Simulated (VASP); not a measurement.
# GaCo: formation energy of a vacancy on the Ga site

Wanted: what a vacancy on the Ga site costs in GaCo and how the lattice relaxes round it. The start is a cell from a database of measured crystal structures.

Program: VASP 6.6.1. Level of theory: SCAN, spin-polarised from a ferromagnetic start (one magnetic atom a cell); plane waves and PAW (Ga, Co), in the first sound run; inputs show where later runs differ. Results are calculated unless marked as measured.

## (1) The host crystal

The structure is cubic, space group Pm-3m (No. 221). Conventional cell: a = 2.878 Å, b = 2.878 Å, c = 2.878 Å, α = 90.00°, β = 90.00°, γ = 90.00°. Nearest to Ga lie 8 Co at 2.49 Å. Nearest to Co lie 8 Ga at 2.49 Å. Farther neighbours are not listed.

## (2) The host at zero pressure

First cell and atoms are relaxed at a raised cutoff, so that later runs start from this functional's own cell.

INCAR reads:

```
SYSTEM = GaCo
PREC = Accurate
ENCUT = 350
EDIFF = 1E-06
NELM = 120
ISMEAR = 1
SIGMA = 0.15
LREAL = .FALSE.
ALGO = Normal
METAGGA = SCAN
LASPH = .TRUE.
NBANDS = 15
ISPIN = 2
MAGMOM = 0 2
LMAXMIX = 4
LORBIT = 11
LWAVE = .FALSE.
LCHARG = .FALSE.
KPAR = 4
IBRION = 2
NSW = 40
ISIF = 3
EDIFFG = -0.02
POTIM = 0.4
```

POSCAR reads:

```
GaCo
1.0
    2.8780000000      0.0000000000      0.0000000000
    0.0000000000      2.8780000000      0.0000000000
    0.0000000000      0.0000000000      2.8780000000
Ga Co
1 1
Direct
    0.5000000000      0.5000000000      0.5000000000
    0.0000000000      0.0000000000      0.0000000000
```

KPOINTS reads:

```
Automatic mesh
0
Gamma
11 11 11
0 0 0
```

PAW data sets: Ga and Co (PBE family, release 64).

Command:

```bash
mpirun -np 4 vasp_std
```

Output:

```text
[banner, memory and clock lines left out]
running    4 mpi-ranks, on    1 nodes
 distrk:  each k-point on    1 cores,    4 groups
 distr:  one band on    1 cores,    1 groups

 POSCAR found type information on POSCAR GaCo
 POSCAR found :  2 types and       2 ions
|                                                                             |
|               ----> ADVICE to this user running VASP <----                  |
|                                                                             |
|     You enforced a specific xc type in the INCAR file but a different       |
|     [... a line on the potential file left out ...]
|     I HOPE YOU KNOW WHAT YOU ARE DOING!                                     |
|                                                                             |

 LDA part: xc-table for (None), standard interpolation
 POSCAR, INCAR and KPOINTS ok, starting setup
 FFT: planning ... GRIDC
 FFT: planning ... GRID_SOFT
 FFT: planning ... GRID
 WAVECAR not read
 entering main loop
       N       E                     dE             d eps       ncg     rms          rms(c)
DAV:   1     0.888494374285E+01    0.88849E+01   -0.40680E+03  3447   0.640E+02
DAV:   2    -0.346634150739E+02   -0.43548E+02   -0.39503E+02  3857   0.142E+02
DAV:   3    -0.359265878853E+02   -0.12632E+01   -0.12545E+01  4179   0.277E+01
DAV:   4    -0.359424261792E+02   -0.15838E-01   -0.15835E-01  4543   0.267E+00
DAV:   5    -0.359427390323E+02   -0.31285E-03   -0.31284E-03  4233   0.315E-01    0.122E+01
DAV:   6    -0.368289275930E+02   -0.88619E+00   -0.35188E+01  4053   0.786E+01    0.160E+01
DAV:   7    -0.340915899017E+02    0.27373E+01   -0.15804E+01  3997   0.419E+01    0.335E+00
DAV:   8    -0.340243859755E+02    0.67204E-01   -0.53616E-01  3570   0.664E+00    0.178E+00
DAV:   9    -0.340337955155E+02   -0.94095E-02   -0.52727E-02  4119   0.185E+00    0.876E-01
DAV:  10    -0.340366316079E+02   -0.28361E-02   -0.15326E-02  4017   0.120E+00    0.273E-01
DAV:  11    -0.340386002732E+02   -0.19687E-02   -0.63198E-03  3573   0.598E-01    0.119E-01
DAV:  12    -0.340386794857E+02   -0.79212E-04   -0.20928E-03  4111   0.471E-01    0.119E-01
DAV:  13    -0.340377808197E+02    0.89867E-03   -0.13057E-03  4776   0.292E-01    0.812E-02
DAV:  14    -0.340376036438E+02    0.17718E-03   -0.45654E-04  4218   0.194E-01    0.753E-02
DAV:  15    -0.340372470306E+02    0.35661E-03   -0.65010E-04  4511   0.218E-01    0.544E-02
DAV:  16    -0.340369282142E+02    0.31882E-03   -0.26468E-03  4534   0.436E-01    0.454E-02
DAV:  17    -0.340369203698E+02    0.78444E-05   -0.33496E-04  4943   0.158E-01    0.517E-02
DAV:  18    -0.340371136125E+02   -0.19324E-03   -0.16435E-03  4500   0.336E-01    0.671E-02
DAV:  19    -0.340380758822E+02   -0.96227E-03   -0.77271E-03  4561   0.738E-01    0.991E-02
DAV:  20    -0.340367883766E+02    0.12875E-02   -0.21031E-02  4415   0.120E+00    0.352E-02
DAV:  21    -0.340371847223E+02   -0.39635E-03   -0.35267E-03  4766   0.511E-01    0.443E-02
DAV:  22    -0.340374859036E+02   -0.30118E-03   -0.16517E-03  4766   0.338E-01    0.348E-02
DAV:  23    -0.340371934667E+02    0.29244E-03   -0.50524E-03  4528   0.573E-01    0.941E-02
DAV:  24    -0.340375753583E+02   -0.38189E-03   -0.28669E-03  4323   0.437E-01    0.429E-02
DAV:  25    -0.340375557746E+02    0.19584E-04   -0.77381E-05  4127   0.776E-02    0.430E-02
DAV:  26    -0.340375764532E+02   -0.20679E-04   -0.11604E-04  4339   0.946E-02    0.301E-02
DAV:  27    -0.340373540871E+02    0.22237E-03   -0.18443E-03  4617   0.365E-01    0.736E-02
DAV:  28    -0.340369669696E+02    0.38712E-03   -0.53129E-04  5029   0.189E-01    0.118E-01
DAV:  29    -0.340368938488E+02    0.73121E-04   -0.17603E-05  4654   0.370E-02    0.123E-01
DAV:  30    -0.340373309058E+02   -0.43706E-03   -0.48799E-04  4454   0.178E-01    0.682E-02
[...]
DAV:  34    -0.340375723617E+02   -0.58126E-05   -0.35165E-04  4252   0.155E-01    0.281E-02
DAV:  35    -0.340375806991E+02   -0.83374E-05   -0.36460E-05  3940   0.500E-02    0.158E-02
DAV:  36    -0.340375753295E+02    0.53696E-05   -0.11742E-05  3477   0.274E-02    0.216E-02
DAV:  37    -0.340375853634E+02   -0.10034E-04   -0.36338E-05  4199   0.499E-02    0.947E-03
DAV:  38    -0.340375730085E+02    0.12355E-04   -0.65782E-05  4235   0.661E-02    0.223E-02
DAV:  39    -0.340375818212E+02   -0.88127E-05   -0.78003E-06  3291   0.225E-02    0.144E-02
DAV:  40    -0.340375603490E+02    0.21472E-04   -0.45797E-05  4094   0.560E-02    0.265E-02
DAV:  41    -0.340375850745E+02   -0.24725E-04   -0.57500E-05  4263   0.618E-02    0.109E-02
DAV:  42    -0.340375816338E+02    0.34406E-05   -0.30039E-06  2443   0.148E-02    0.148E-02
DAV:  43    -0.340375856373E+02   -0.40035E-05   -0.23889E-06  2023   0.137E-02    0.117E-02
DAV:  44    -0.340375836640E+02    0.19733E-05   -0.86828E-07  1715   0.855E-03    0.132E-02
DAV:  45    -0.340375843533E+02   -0.68922E-06   -0.94427E-08  1722   0.287E-03
   1 F= -.34037584E+02 E0= -.34037674E+02  d E =-.340376E+02  mag=     0.5564
 curvature:   0.00 expect dE= 0.000E+00 dE for cont linesearch  0.000E+00
 trial: gam= 0.00000 g(F)=  0.000E+00 g(S)=  0.505E-01 ort = 0.000E+00 (trialstep = 0.100E+01)
 search vector abs. value=  0.505E-01
 bond charge predicted
       N       E                     dE             d eps       ncg     rms          rms(c)
DAV:   1    -0.345293009310E+02   -0.49172E+00   -0.55885E+00  3871   0.317E+01    0.594E+00
DAV:   2    -0.347429926786E+02   -0.21369E+00   -0.10540E+01  4228   0.382E+01    0.607E+00
DAV:   3    -0.341225230993E+02    0.62047E+00   -0.39351E+00  4088   0.221E+01    0.972E-01
DAV:   4    -0.340794665235E+02    0.43057E-01   -0.10571E-01  3423   0.259E+00    0.609E-01
DAV:   5    -0.340746219300E+02    0.48446E-02   -0.18037E-02  4068   0.114E+00    0.231E-01
DAV:   6    -0.340757634829E+02   -0.11416E-02   -0.17125E-03  3598   0.378E-01    0.110E-01
DAV:   7    -0.340759041922E+02   -0.14071E-03   -0.48872E-04  4266   0.206E-01    0.757E-02
DAV:   8    -0.340766486379E+02   -0.74445E-03   -0.29275E-04  4411   0.147E-01    0.512E-02
DAV:   9    -0.340770590202E+02   -0.41038E-03   -0.67028E-04  4148   0.214E-01    0.363E-02
DAV:  10    -0.340778055111E+02   -0.74649E-03   -0.87471E-04  4300   0.247E-01    0.271E-02
DAV:  11    -0.340785494908E+02   -0.74398E-03   -0.95033E-04  4373   0.259E-01    0.150E-02
DAV:  12    -0.340790120304E+02   -0.46254E-03   -0.40440E-04  4541   0.170E-01    0.984E-03
DAV:  13    -0.340786530973E+02    0.35893E-03   -0.32584E-04  3933   0.155E-01    0.135E-02
DAV:  14    -0.340788884853E+02   -0.23539E-03   -0.10082E-04  3683   0.858E-02    0.308E-03
DAV:  15    -0.340788764610E+02    0.12024E-04   -0.13918E-06  3188   0.103E-02    0.191E-03
DAV:  16    -0.340789031094E+02   -0.26648E-04   -0.17018E-06  1890   0.111E-02    0.867E-04
DAV:  17    -0.340789021503E+02    0.95908E-06   -0.10716E-07  1743   0.317E-03
   2 F= -.34078902E+02 E0= -.34078826E+02  d E =-.413178E-01  mag=     0.3080
 trial-energy change:   -0.041318  1 .order   -0.023749   -0.050501    0.003003
 step:   0.9809(harm=  0.9439)  dis= 0.00000  next Energy=   -34.078931 (dE=-0.413E-01)
 bond charge predicted
       N       E                     dE             d eps       ncg     rms          rms(c)
DAV:   1    -0.340791346126E+02   -0.23150E-03   -0.22173E-03  3920   0.637E-01    0.116E-01
DAV:   2    -0.340789957549E+02    0.13886E-03   -0.46553E-03  4249   0.766E-01    0.121E-01
DAV:   3    -0.340788576364E+02    0.13812E-03   -0.16323E-03  4081   0.453E-01    0.181E-02
DAV:   4    -0.340788045924E+02    0.53044E-04   -0.31539E-05  3472   0.446E-02    0.878E-03
DAV:   5    -0.340788109313E+02   -0.63390E-05   -0.55410E-06  3108   0.197E-02    0.256E-03
DAV:   6    -0.340788043801E+02    0.65513E-05   -0.31838E-07  2247   0.535E-03    0.158E-03
DAV:   7    -0.340788073086E+02   -0.29285E-05   -0.18344E-07  2065   0.399E-03    0.798E-04
DAV:   8    -0.340788032510E+02    0.40576E-05   -0.39165E-08  1680   0.213E-03    0.195E-04
DAV:   9    -0.340788039509E+02   -0.69989E-06   -0.44361E-09  1680   0.584E-04
   3 F= -.34078804E+02 E0= -.34078733E+02  d E =-.412196E-01  mag=     0.3097
 curvature:  -0.27 expect dE=-0.103E-04 dE for cont linesearch -0.103E-04
 trial: gam= 0.00000 g(F)=  0.486E-68 g(S)=  0.385E-04 ort =-0.139E-02 (trialstep = 0.996E+00)
 search vector abs. value=  0.385E-04
 reached required accuracy - stopping structural energy minimisation
```

Run time: 70 s. Hardware: 4 MPI ranks of AMD EPYC 9R45, shared host; peak memory 0.47 GiB; 4.6 min of CPU time.

The logs omit lines about the potential files and the build; timing stands in the text.

From OUTCAR (step 2):

```text
ion  position               nearest neighbor table
   1  0.500  0.500  0.500-   2 2.49   2 2.49   2 2.49   2 2.49   2 2.49   2 2.49   2 2.49   2 2.49

  LATTYP: Found a simple cubic cell.
 ALAT       =     2.8780000000

 Subroutine GETGRP returns: Found 48 space group operations
 (whereof 48 operations were pure point group operations)

The static configuration has the point symmetry O_h .

 Found     56 irreducible k-points:

   k-points           NKPTS =     56   k-points in BZ     NKDIM =     56   number of bands    NBANDS=     15

   dimension x,y,z NGX =    18 NGY =   18 NGZ =   18
   dimension x,y,z NGXF=    36 NGYF=   36 NGZF=   36

   ENCUT  =  350.0 eV  25.72 Ry    5.07 a.u.   4.39  4.39  4.39*2*pi/ulx,y,z

   NELECT =      12.0000    total number of electrons

 k-points in reciprocal lattice and weights: Automatic mesh
   0.00000000  0.00000000  0.00000000       0.001
   0.09090909  0.00000000  0.00000000       0.005
   0.18181818  0.00000000  0.00000000       0.005
   0.27272727  0.00000000  0.00000000       0.005
   0.36363636  0.00000000  0.00000000       0.005
   0.45454545  0.00000000  0.00000000       0.005
   0.09090909  0.09090909  0.00000000       0.009
   0.18181818  0.09090909  0.00000000       0.018
   0.27272727  0.09090909  0.00000000       0.018
[...]
0.45454545  0.45454545  0.36363636       0.018
   0.45454545  0.45454545  0.45454545       0.006

 average (electrostatic) potential at core
       1 -12.7278       2 -85.2817

 E-fermi :   7.7365

 spin component 1
 k-point     1 :       0.0000    0.0000    0.0000
  band No.  band energies     occupation
    ...
      2       4.6701      1.00000
      3       4.6705      1.00000
      4       6.8891      1.00000
      5       6.8893      1.00000
      6       6.8893      1.00000
      7      13.7034      0.00000
      8      13.7035      0.00000
      9      13.7035      0.00000
     10      19.4053      0.00000
     11      19.4055      0.00000
    ...

 k-point     2 :       0.0909    0.0000    0.0000
  band No.  band energies     occupation
    ...
      2       4.6436      1.00000
      3       4.6913      1.00000
      4       6.7788      1.00000
      5       6.7790      1.00000
      6       6.8900      1.00000
      7      12.4298      0.00000
      8      14.0043      0.00000
      9      14.0043      0.00000
     10      19.4393      0.00000
     11      20.3009      0.00000
    ...

 k-point     3 :       0.1818    0.0000    0.0000
  band No.  band energies     occupation
    ...
      2       4.4599      1.00000
      3       4.7484      1.00000
      4       6.5092      1.00000
      5       6.5094      1.00000
      6       6.8918      1.00000
      7      10.2683     -0.00000
      8      14.8439      0.00000
      9      14.8440      0.00000
     10      19.5404      0.00000
     11      21.1336      0.00000
    ...

 k-point     4 :       0.2727    0.0000    0.0000
  band No.  band energies     occupation
    ...
      2       3.7802      1.00000
      3       4.8246      1.00000
      4       6.2007      1.00000
      5       6.2009      1.00000
      6       6.8938      1.00000
      7       8.6022     -0.00000
      8      16.0970      0.00000
      9      16.0971      0.00000
     10      19.7031      0.00000
     11      21.6742      0.00000
    ...

 k-point     5 :       0.3636    0.0000    0.0000
  band No.  band energies     occupation
    ...
      2       2.3823      1.00000
      3       4.8965      1.00000
      4       5.9499      1.00000
      5       5.9501      1.00000
      6       6.8957      1.00000
      7       7.8553      0.01206
      8      17.6463      0.00000
      9      17.6463      0.00000
     10      19.9000      0.00000
     11      22.3027      0.00000
    ...

 k-point     6 :       0.4545    0.0000    0.0000
  band No.  band energies     occupation
    ...
      3       4.9400      1.00000
      4       5.8121      1.00000
      5       5.8123      1.00000
      6       6.8969      1.00000
      7       7.6625      0.86639
      8      19.3001      0.00000
      9      19.3001      0.00000
     10      20.0519      0.00000
     11      22.0013      0.00000
     12      22.0015      0.00000
    ...

  Total        0.0257983      0.0257983      0.0257983      0.0000000      0.0000000      0.0000000
  in kB        1.8292331      1.8292331      1.8292331      0.0000000      0.0000000      0.0000000
  external PRESSURE =       1.8292331 kB  Pullay stress =       0.0000000 kB

  energy-cutoff  :      350.00
  volume of cell :       22.60
      direct lattice vectors                 reciprocal lattice vectors
     2.827121463 -0.000000000 -0.000000000     0.353716674 -0.000000000 -0.000000000
     0.000000000  2.827121463 -0.000000000     0.000000000  0.353716674  0.000000000
     0.000000000 -0.000000000  2.827121463     0.000000000  0.000000000  0.353716674

 POSITION                                       TOTAL-FORCE (eV/Angst)
 -----------------------------------------------------------------------------------
      1.41356      1.41356      1.41356        -0.000000      0.000000      0.000000
      0.00000      0.00000      0.00000         0.000000     -0.000000      0.000000
 -----------------------------------------------------------------------------------
    total drift:                                0.000000     -0.000000     -0.000000

  FREE ENERGIE OF THE ION-ELECTRON SYSTEM (eV)
  ---------------------------------------------------
  free  energy   TOTEN  =       -34.0788039509 eV

  energy  without entropy=      -34.0785913660  energy(sigma->0) =      -34.07873309

 reached required accuracy - stopping structural energy minimisation

 total charge
# of ion       s       p       d       tot
------------------------------------------
    1        1.074   1.481   0.276   2.831
    2        0.419   0.517   7.509   8.445
--------------------------------------------------
tot          1.493   1.998   7.786  11.276

 magnetization (x)
# of ion       s       p       d       tot
------------------------------------------
    1       -0.006  -0.030  -0.018  -0.054
    2       -0.004  -0.016   0.396   0.377
--------------------------------------------------
tot         -0.010  -0.046   0.379   0.322

[... 6 further parts left out ...]
```

The cell holds one magnetic atom, so no antiferromagnetic order fits into it. SCAN-type functionals tend to overstate the moments of itinerant magnets. The PAW data sets were made with PBE, which is usual practice but a small mismatch for other functionals. The data set Ga keeps the semicore shell frozen, which is cheaper and a little less accurate. The run keeps the 48 symmetry operations of its start, so it cannot find a distortion of lower symmetry.

Relaxation path:

```
step  energy less that of the first step (eV)  largest force (eV/Å)  pressure (GPa)  volume (Å³)
   1                                   0.0000                0.0000           -6.28        23.84
   2                                  -0.0413                0.0000            0.39        22.57
   3                                  -0.0412                0.0000            0.18        22.60
```

```csv
"conventional cell, symmetrised",before,after,change
a (Å),2.878,2.827,-1.8 %
b (Å),2.878,2.827,-1.8 %
c (Å),2.878,2.827,-1.8 %
volume (Å³/atom),11.92,11.30,-5.2 %
```

Final coordinates:

```xyz
2
Lattice="2.8271 0.0000 0.0000 0.0000 2.8271 0.0000 0.0000 0.0000 2.8271" Properties=species:S:1:pos:R:3 pbc="T T T"
Ga    1.4136    1.4136    1.4136
Co    0.0000    0.0000    0.0000
```

This step gave:

```yaml
electronic_cycles: 71
electrons: 12
free_energy_toten: -34.08 eV
energy_at_zero_smearing: -34.08 eV
fermi_energy: 7.737 eV
moment_of_the_cell_from_the_last_line_of_the_log: 0.3097 μB
labelled_metallic_from_the_levels_on_this_mesh: yes
```

Spin moment in the PAW sphere by atom:

| atom | spin moment in the PAW sphere (μB) |
| --- | --- |
| Ga1 | -0.054 |
| Co2 | 0.377 |

The run ended after 3 ionic steps, 0.041 eV below its first step, once forces and stress met EDIFFG = -0.02.

(Continued in part 2 of 5.)

[Lines on the potential files, build, host, timing and source positions are cut from VASP's logs without a mark.]

[Logs are printed without paths, hosts, clocks, repeated set-up lines and the standing remarks that a program may print on its own settings, such as how far it seeks lower states.]

[Hosts, paths, dates, database ids (printed as entryN), source tags and the programs' standing remarks are cut or masked in the printed files.]

[In band tables of VASP the shares of atoms and orbitals are scaled to a sum of 1 inside the atoms' spheres.]

[Runs that stopped without an error message from VASP are left out.]
